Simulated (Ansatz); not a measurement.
## Pb under changes of volume

One of the cells (30.323 Å³/atom); the others are scaled copies at fixed shape and fractional positions:

```
Pb
1.0
     0.00000    2.47502    2.47502
     2.47502    0.00000    2.47502
     2.47502    2.47502    0.00000
Pb
1
Direct
  0.00000 0.00000 0.00000
```

| Quantity | Value |
| --- | --- |
| Program | Ansatz 0.2.0 |
| Functional | BLYP |
| Potentials or basis | Ansatz PAW |
| Cutoff | 420 eV (not typed: the program's choice for these potentials) |
| k mesh | 9 × 9 × 9 |
| Occupations | fermi-dirac, width 0.05 eV |
| Spin | no spin polarisation |

```csv
volume (Å³/atom),energy over the lowest point (meV/atom),pressure (GPa)
28.503,?,?
29.110,102.83,8.5
29.716,73.43,7.1
30.323,48.98,5.9
30.929,28.88,4.8
31.535,12.65,3.8
32.142,0.00,2.9
```

Q: What does the run at 28.503 Å³/atom give?

A: Energy over the lowest point 137.83 meV/atom; pressure 10.0 GPa.

Worked out: A Birch-Murnaghan fit of order 3 (a polynomial in V^(-2/3)) to the other rows has no minimum within the range. It gives 137.71 meV/atom at 28.503 Å³/atom, against the run's 137.83, and -dE/dV = 10.0 GPa, against 10.0.

Energies are extrapolated to zero smearing.

Caveats: the PAW data sets come from PBE, with cores solved anew for the run's functional, which leaves a small shift of forces and pressure.
